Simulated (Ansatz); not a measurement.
Runs of Ansatz 0.2.0 on MnSb. Symmetry: P6_3/mmc, No. 194, hexagonal system. Conventional cell: a = 4.150 Å, b = 4.150 Å, c = 5.780 Å, α = 90.00°, β = 90.00°, γ = 120.00°. Sb (site symmetry -6m2) has 6 Mn at 2.80 Å as nearest neighbours. Around Mn (site symmetry -3m) lie 6 Sb at 2.80 Å and 2 Mn at 2.89 Å. 

| task | level | cell | k mesh | smearing | gap on the mesh (eV) | pressure (GPa) | moment (μB) |
| --- | --- | --- | --- | --- | --- | --- | --- |
| single point | PBE | as given | 7 × 7 × 5 | gaussian 0.029 eV | none | -3.3 | 6.69 |
| relaxation of cell and atoms | BLYP+D4 | relaxed | 7 × 7 × 5 | fermi-dirac 0.05 eV | - | 0.0 | 5.97 |
| single point | PBE | as given | 7 × 7 × 5 | gaussian 0.03 eV | none | -3.3 | 6.69 |
| phonons | LDA | as given | 5 × 5 × 4 | fermi-dirac 0.05 eV | none | - | (a) |

Alike in all rows: potentials or basis Ansatz PAW; spin collinear, ferromagnetic start; cutoff (eV) 420.

**Question.** Fill in the values left out.

**Answer.** (a) 6.55.

Caveats: only a ferromagnetic start was run, and an antiferromagnetic order may lie lower in energy; the PAW data sets come from PBE, with cores solved anew for the run's functional, which leaves a small shift of forces and pressure (some runs); the plane-wave basis is chosen anew once the cell has moved, so the energies of steps on either side of that aren't comparable (some runs).

A k mesh can miss the band edges, and the runs leave out spin-orbit coupling on Sb.

A gap of «none» marks a metal or a gap under the smearing width.
